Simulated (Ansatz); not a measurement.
The system is RbBr.

```
Rb Br
1.0
     0.00000    3.42700    3.42700
     3.42700    0.00000    3.42700
     3.42700    3.42700    0.00000
Rb Br
1 1
Direct
  0.00000 0.00000 0.00000
  0.50000 0.50000 0.50000
```

Base run:

| Item | Value |
| --- | --- |
| Program | Ansatz 0.2.0 |
| Functional | HSE(alpha, omega) |
| Potentials or basis | all-electron PAW datasets made for the crystal |
| Cutoff | 220 eV (chosen from the basis error) |
| k mesh | 4 × 4 × 4 |
| Occupations | fermi-dirac, width 0.05 eV |
| Spin | no spin polarisation |

Its results: band gap on the k mesh 5.30 eV, direct; pressure 0.8 GPa.

After a change of settings the same cell gave: band gap on the k mesh 4.84 eV, direct; pressure 0.8 GPa. Which change was it?
A. screening of exact exchange from 0.3 1/A to 0.15 1/A
B. screening of exact exchange from 0.3 1/A to 0.1 1/A
C. screening of exact exchange from 0.3 1/A to 0.4 1/A
D. screening of exact exchange from 0.3 1/A to 0.6 1/A

D.

Runs at the PBE level aren't shown here.
